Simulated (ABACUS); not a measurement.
PbS:

```
CELL_PARAMETERS angstrom
4.08970 0.00000 0.00000
-2.04485 3.54178 0.00000
0.00000 0.00000 3.78817
ATOMIC_POSITIONS crystal
Pb 0.00000 0.00000 0.00000
S 0.66667 0.33333 0.50000
```

Measurements of this composition are mostly on another form, of space group No. 225.

```yaml
Program: ABACUS 3.10.1
Task: single point
Functional: PBE
Potentials_or_basis: PseudoDojo NC SR 0.4.1 PBE standard
Cutoff: 857 eV
Density_cutoff: 3429 eV
Basis: plane waves
k_mesh: 8 × 8 × 7
Occupations: fermi-dirac, width 0.05 eV
Spin: no spin polarisation
```

On this cell: pressure 0.0 GPa; largest force under 0.003 eV/Å; band gap on the k mesh 0.21 eV, indirect (least direct gap 1.64 eV).

The same run follows on a disturbed copy (atoms moved at random, drawn with an rms of 0.05 Å):

```
Pb S
1.0
     4.08970    0.00000    0.00000
    -2.04485    3.54178    0.00000
     0.00000    0.00000    3.78817
Pb S
1 1
Direct
  0.00914 0.00313 0.99818
  0.64940 0.31891 0.50437
```

What changes?

The energy moves by +3.8 meV/atom; pressure 0.2 GPa; largest force 0.164 eV/Å; band gap on the k mesh 0.11 eV, indirect (least direct gap 1.65 eV).

Forces in eV/Å, atoms in the order of the input:
```
Pb  -0.123 -0.106 -0.022
S    0.123  0.106  0.022
```

Stress tensor (GPa, compression positive):
```
 0.13 -0.01 -0.05
-0.01  0.11 -0.04
-0.05 -0.04  0.22
```

Caveats: spin-orbit coupling is left out, which as a rule narrows the gap of such compounds by several tenths of an eV; an odd mesh through Γ misses points on the zone boundary, where band edges often lie.
